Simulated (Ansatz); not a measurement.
# W: equation of state with PBEsol

W:

```
CELL_PARAMETERS angstrom
2.80966 0.00000 0.00000
0.00000 4.86387 0.00000
0.00000 0.00000 4.92370
ATOMIC_POSITIONS crystal
W 0.79317 0.93684 0.75000
W 0.20683 0.43684 0.75000
W 0.20683 0.06316 0.25000
W 0.79317 0.56316 0.25000
```

This isn't the form of W at room conditions, which is bcc.

```
Program             : Ansatz 0.2.0
Task                : equation of state
Functional          : PBEsol
Potentials or basis : Ansatz PAW
Cutoff              : 420 eV
Density cutoff      : 1680 eV
k mesh              : 9 × 6 × 6
Occupations         : fermi-dirac, width 0.05 eV
Spin                : no spin polarisation
```

```yaml
Equilibrium_volume: 16.18 Å³/atom
Bulk_modulus_at_fixed_shape_and_positions: 298 GPa
Pressure_derivative_of_the_bulk_modulus: 4.2
```

Energy against volume, from the lowest point:
| volume (Å³/atom) | energy (meV/atom) |
| --- | --- |
| 15.812 | 8.09 |
| 16.149 | 0.00 |
| 16.485 | 5.07 |
| 16.822 | 21.97 |
| 17.158 | 49.50 |
| 17.494 | 86.59 |
| 17.831 | 132.24 |

All runs of the series together: 36 s on 2 threads of Arm Neoverse V1 (shared host).

Caveat: the cell was scaled at fixed shape and fractional positions, which overstates the stiffness of a crystal with free parameters, most of all of layers and chains. The run has no spin-orbit coupling, so splittings on W are missing.
